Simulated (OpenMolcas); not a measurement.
# C4H6 (methylenecyclopropane): levels of theory compared

We compute a comparison of 6 runs (B3LYP/6-31G*, B3LYP/def2-SVP, M06-2X/def2-SVP, PBE/def2-SVP, revPBE/def2-SVP, MP2/def2-SVP) of C4H6 (methylenecyclopropane). 

The calculation is run with OpenMolcas 26.06.

## Step 1: The molecule

The species is C4H6 (10 atoms), meant as a singlet with charge 0. SMILES: `C=C1CC1`. The shape is that of a PBE0-D4/def2-TZVP optimisation.

Bond lengths: C1–C2 1.314 Å, C2–C3 1.458 Å, C2–C4 1.458 Å, C3–C4 1.528 Å, C1–H5 1.085 Å, C1–H6 1.085 Å, C3–H7 1.085 Å, C3–H8 1.085 Å, C4–H9 1.085 Å, C4–H10 1.085 Å. Some angles: C1–C2–C3 148.4°, C1–C2–C4 148.4°, C3–C2–C4 63.2°, C2–C3–C4 58.4°, C2–C4–C3 58.4°, C2–C1–H5 121.2°, C2–C1–H6 121.2°, C2–C3–H7 118.7°, C2–C3–H8 118.7°, C4–C3–H7 117.7°.

## Step 2: Energy and forces at B3LYP/6-31G(d) (spherical functions) (run 1)

The input, test.inp:

```
&GATEWAY
  BasLib
  $CurrDir
  BasisSet
  C.6-31Gs....
  C1 -1.246550 0.749310 -0.827290 angstrom
  C2 -0.267200 0.160900 -0.177320 angstrom
  C3 0.559730 -1.024530 0.014480 angstrom
  C4 0.756050 0.233700 0.858730 angstrom
  End of Basis
  BasisSet
  H.6-31Gs....
  H5 -1.784520 0.237140 -1.617880 angstrom
  H6 -1.546990 1.765000 -0.593050 angstrom
  H7 0.122140 -1.892780 0.496620 angstrom
  H8 1.316520 -1.257730 -0.727620 angstrom
  H9 1.642590 0.831980 0.674530 angstrom
  H10 0.448240 0.197000 1.898790 angstrom
  End of Basis

&SEWARD
  GridInput
  Grid=UltraFine
  End of Grid

&SCF
  KSDFT
  B3LYP
  Thresholds
  1e-10 1e-07 1e-07 1e-05
  PrOrbitals
  1

&ALASKA
```

The basis set 6-31G* is read from a file made from the Basis Set Exchange's data (not shown).

On the command line:

```sh
$ export MOLCAS_MEM=1860
$ pymolcas test.inp > test.log
```

Output:

```text
--- Start Module: gateway ---
[...]
--- Stop Module: gateway /rc=_RC_ALL_IS_WELL_ ---
[...]
      Basis functions           68
[...]
--- Start Module: scf ---
[...]
       Convergence after  13 Iterations
[...]
::    Total KS-DFT energy                            -155.9592074123
[...]
      Total spin, S                                     0.0000000000
[...]
      Total electronic charge=   30.000000
      Total            charge=   -0.000000
[...]
      Dipole Moment (debye):
      Origin of the operator (angstrom)=   -0.0403    0.0243   -0.0267
                   X=  3.0909E-01               Y= -1.8590E-01               Z=  2.0531E-01           Total=  4.1503E-01
      Quadrupole Moment (debye*angstrom):
[...]
--- Stop Module: scf /rc=_RC_ALL_IS_WELL_ ---
[...]
--- Start Module: alaska ---
[...]
 *              Molecular gradients               *
 **************************************************
  Irreducible representation: a
 ------------------------------------------------------------------------------------------
                              X                       Y                       Z
 ------------------------------------------------------------------------------------------
  C1                5.33662083093844E-03   -3.21021585598391E-03    3.53053243469947E-03
  C2                1.33202967430887E-03   -7.69782232072011E-04    8.93048880412875E-04
  C3               -2.10168684067336E-03    6.37608523626998E-03    1.27294895028285E-03
  C4               -3.55911228135142E-03   -3.00253395973948E-03   -5.02678474302520E-03
  H5                1.71716900573315E-03    1.10556277087559E-04    1.72848482636656E-03
  H6                1.37924510852105E-03   -1.98077754813930E-03    3.31862246123693E-04
  H7                3.71592036529922E-04    2.92678377603828E-03   -6.95722688135891E-04
  H8               -1.89171627886031E-03    1.72088580442575E-03    1.61524136804347E-03
[...]
--- Stop Module: alaska /rc=_RC_ALL_IS_WELL_ ---
[...]
```

Wall time 29 s (1 thread of Arm Neoverse V2, shared host); peak memory 0.41 GiB.

## Step 3: Energy and forces at B3LYP/def2-SVP (run 2)

The input, job.inp:

```
>>> EXPORT MOLCAS_PRINT=2

&GATEWAY
 BasLib
 $CurrDir
 Coord
 10
 angstrom
 C       -1.246550       0.749310      -0.827290
 C       -0.267200       0.160900      -0.177320
 C        0.559730      -1.024530       0.014480
 C        0.756050       0.233700       0.858730
 H       -1.784520       0.237140      -1.617880
 H       -1.546990       1.765000      -0.593050
 H        0.122140      -1.892780       0.496620
 H        1.316520      -1.257730      -0.727620
 H        1.642590       0.831980       0.674530
 H        0.448240       0.197000       1.898790
 Basis
 def2-SVP
 Group
 NoSym

&SEWARD
 GridInput
 Grid=UltraFine
 End of Grid

&SCF
 KSDFT
 B3LYP
 Thresholds
 1e-10 1e-07 1e-07 1e-05
 PrOrbitals
 1 1

&ALASKA
```

The basis set def2-SVP is read from a file made from the Basis Set Exchange's data (not shown).

On the command line:

```sh
$ export MOLCAS_MEM=1860
$ pymolcas job.inp > job.log
```

Output:

```text
--- Start Module: gateway ---
[...]
--- Stop Module: gateway /rc=_RC_ALL_IS_WELL_ ---
[...]
      Basis functions           86
[...]
--- Start Module: scf ---
[...]
       Convergence after  13 Iterations
[...]
::    Total KS-DFT energy                            -155.8513893017
[...]
      Total spin, S                                     0.0000000000
[...]
      Total electronic charge=   30.000000
      Total            charge=   -0.000000
[...]
      Dipole Moment (debye):
      Origin of the operator (angstrom)=   -0.0403    0.0243   -0.0267
                   X=  2.8919E-01               Y= -1.7397E-01               Z=  1.9211E-01           Total=  3.8833E-01
      Quadrupole Moment (debye*angstrom):
[...]
--- Stop Module: scf /rc=_RC_ALL_IS_WELL_ ---
[...]
--- Start Module: alaska ---
[...]
 *              Molecular gradients               *
 **************************************************
  Irreducible representation: a
 ------------------------------------------------------------------------------------------
                              X                       Y                       Z
 ------------------------------------------------------------------------------------------
  C1                5.11442510741134E-03   -3.07917859613571E-03    3.38288797500219E-03
  C2               -2.10099200875069E-03    1.29593291241714E-03   -1.38422473411770E-03
  C3               -9.15099018378829E-04    8.61440367996735E-04   -4.29401304702370E-04
  C4               -1.00168730474337E-03    2.59752500816113E-04   -8.39880190516951E-04
  H5                3.63638989093396E-03    2.95499701175972E-03    5.07690321963450E-03
  H6                2.16204609942361E-03   -6.44772104046254E-03   -1.22361662596437E-03
  H7                2.79082859444202E-03    6.54548710222969E-03   -2.95662835744670E-03
  H8               -5.18131531279398E-03    2.30385412091239E-03    5.20613563597561E-03
[...]
--- Stop Module: alaska /rc=_RC_ALL_IS_WELL_ ---
[...]
```

It took 38 s on 1 thread of Arm Neoverse V2, shared host; peak memory 0.47 GiB.

Runs 3 to 5 aren't shown in full; the table further down has their settings and results.

## Step 4: The energy at MP2/def2-SVP (run 6)

The input, struct.xyz:

```xyz
10

C     -1.246550     0.749310    -0.827290
C     -0.267200     0.160900    -0.177320
C      0.559730    -1.024530     0.014480
C      0.756050     0.233700     0.858730
H     -1.784520     0.237140    -1.617880
H     -1.546990     1.765000    -0.593050
H      0.122140    -1.892780     0.496620
H      1.316520    -1.257730    -0.727620
H      1.642590     0.831980     0.674530
H      0.448240     0.197000     1.898790
```

The input, calc.input:

```
&GATEWAY
 BasLib=$CurrDir
 Coord=struct.xyz
 Basis=def2-SVP
 Group=NoSym

&SEWARD

&SCF
 Thresholds=1e-10 1e-07 1e-07 1e-05
 PrOrbitals=1 2

&MBPT2
 Frozen=4
```

The basis set def2-SVP is read from a file made from the Basis Set Exchange's data (not shown).

On the command line:

```sh
$ export MOLCAS_MEM=1860
$ pymolcas calc.input > calc.log
```

Output:

```text
--- Start Module: gateway ---
[...]
--- Stop Module: gateway /rc=_RC_ALL_IS_WELL_ ---
[...]
      Basis functions           86
[...]
--- Start Module: scf ---
[...]
       Convergence after  13 Iterations
[...]
::    Total SCF energy                               -154.7778498883
[...]
      Total spin, S                                     0.0000000000
[...]
      Total electronic charge=   30.000000
      Total            charge=   -0.000000
[...]
      Dipole Moment (debye):
      Origin of the operator (angstrom)=   -0.0403    0.0243   -0.0267
                   X=  2.7578E-01               Y= -1.6590E-01               Z=  1.8324E-01           Total=  3.7034E-01
      Quadrupole Moment (debye*angstrom):
[...]
--- Stop Module: scf /rc=_RC_ALL_IS_WELL_ ---
[...]
--- Start Module: mbpt2 ---
[...]
WARNING!
Default frozen orbitals as non valence orbitals is overwritten by user input.
Default values:   4
[...]
       Reference weight ( Cref**2 )         =        0.84076
::    Total MBPT2 energy                             -155.3175458281
[...]
      Total MBPT2 calculations                           0.19      0.24
--- Stop Module: mbpt2 /rc=_RC_ALL_IS_WELL_ ---
[...]
```

Wall time 5.4 s (1 thread of Arm Neoverse V2, shared host); peak memory 0.47 GiB.

## Step 5: All runs side by side

```csv
run,level,task,integration grid,energy (Eh),dipole moment (D) of the reference,HOMO energy (eV),LUMO energy (eV),wall time
1,B3LYP/6-31G* (spherical functions),gradient,UltraFine,-155.959207,0.42,-6.87,0.46,29 s
2,B3LYP/def2-SVP,gradient,UltraFine,-155.851389,0.39,-7.11,0.13,38 s
3,M06-2X/def2-SVP,gradient,UltraFine,-155.767649,0.35,-8.60,1.23,46 s
4,PBE/def2-SVP,gradient,UltraFine,-155.633626,0.41,-6.19,-0.68,40 s
5,revPBE/def2-SVP,gradient,UltraFine,-155.807564,0.40,-6.15,-0.63,38 s
6,MP2/def2-SVP,energy,–,-155.317546,0.37,-9.91,4.23,5.4 s
```

## Step 6: Outcome

| quantity | value |
| --- | --- |
| run 6: total energy | -155.31755 Eh |
| run 6: dipole moment (mean-field density) | 0.37 D |
| run 6: HOMO energy (Hartree–Fock orbitals) | -9.91 eV |
| run 6: LUMO energy (Hartree–Fock orbitals) | 4.23 eV |
| run 6: HOMO–LUMO gap (Hartree–Fock orbitals) | 14.14 eV |
| run 6: correlation energy (4 core orbitals frozen) | -539.7 mEh |

**Reading.** Over runs 1, 2, 3, 4, 5 the dipole moment (its size) runs from 0.35 D (M06-2X/def2-SVP) to 0.42 D (B3LYP/6-31G*). The two ends differ in method and basis. Over runs 1, 2, 3, 4, 5 the HOMO–LUMO gap runs from 5.51 eV (PBE/def2-SVP) to 9.84 eV (M06-2X/def2-SVP). Totals of different functionals can't be ranked against each other. All runs together took 3.3 min, the longest 46 s.
